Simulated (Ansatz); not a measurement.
# A strain series on NaI (Fm-3m): isotropic on every length

A 2-atom cell of NaI started from a crystallographic database, relaxed with r2SCAN in Ansatz, then strained (isotropic on every length; changes of length per length, axes as in the cell below) with the atoms relaxed again within the symmetry that is left. It is cubic, Fm-3m (No. 225); a = 6.459 Å in the conventional setting, 33.69 Å³ an atom. Na has 6 I at 3.23 Å; I has 6 Na at 3.23 Å. Calculated for a static, non-magnetic cell.

```
Na I
1.0
     0.00000    3.22963    3.22963
     3.22963    0.00000    3.22963
     3.22963    3.22963    0.00000
Na I
1 1
Direct
  0.00000 0.00000 0.00000
  0.50000 0.50000 0.50000
```

Gaps are the least over each mesh (PBE 8×8×8, r2SCAN 8×8×8, HSE06 6×6×6 when unstrained) and the special points, which keep their unstrained names; stress is the change from the unstrained cell, compression positive.

```csv
strain (%),"gap, PBE (eV)","gap, r2SCAN (eV)","gap, HSE06 (eV)","edges, HSE06","mean stress, r2SCAN (GPa)","energy rise, r2SCAN (meV/atom)"
0.0,3.661,4.449,4.692,Γ,0.00,0.0
+1.02,3.581,4.357,4.605,Γ,-0.49,1.6
+1.69,3.532,4.300,4.551,Γ,-0.77,4.2
+5.45,3.286,4.019,4.283,Γ,-1.88,39.2
```

Spin-orbit coupling is left out, which matters wherever the heavy atoms make up the band edges.
